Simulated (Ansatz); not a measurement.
Ir (P6_3/mmc)

These are results of Ansatz 0.2.0, DFT PBEsol, scalar-relativistic, plane waves, PAW, not measurements.

Cutoff 420 eV; k points 18×18×10 on the computed 2-atom cell (Γ-centred); Gaussian smearing, width 0.10 eV; no spin polarisation.

The structure is relaxed at this level of theory with its symmetry kept. This form isn't the element's structure at ambient conditions.

```
Ir
1.0
     2.71906    0.00000    0.00000
    -1.35953    2.35477    0.00000
     0.00000    0.00000    4.40793
Ir
2
Direct
  0.66667 0.33333 0.75000
  0.33333 0.66667 0.25000
```

```json
{"Space group": "P6_3/mmc (No. 194)", "Volume per atom": "14.11 Å³", "Formation energy from the elements' standard states (uncorrected)": "+0.080 eV/atom", "Kohn–Sham band gap": "none (metal)", "Density of states at the Fermi level": "2.30 states/eV per cell", "Löwdin character within 0.5 eV of the Fermi level": "Ir 5d 96 %", "Bulk modulus": "383 GPa", "Its pressure derivative": "5.0", "Bader charges (e)": "Ir (2 in the cell) 0.00"}
```

Spin-orbit coupling is left out, which matters for the bands of heavy elements.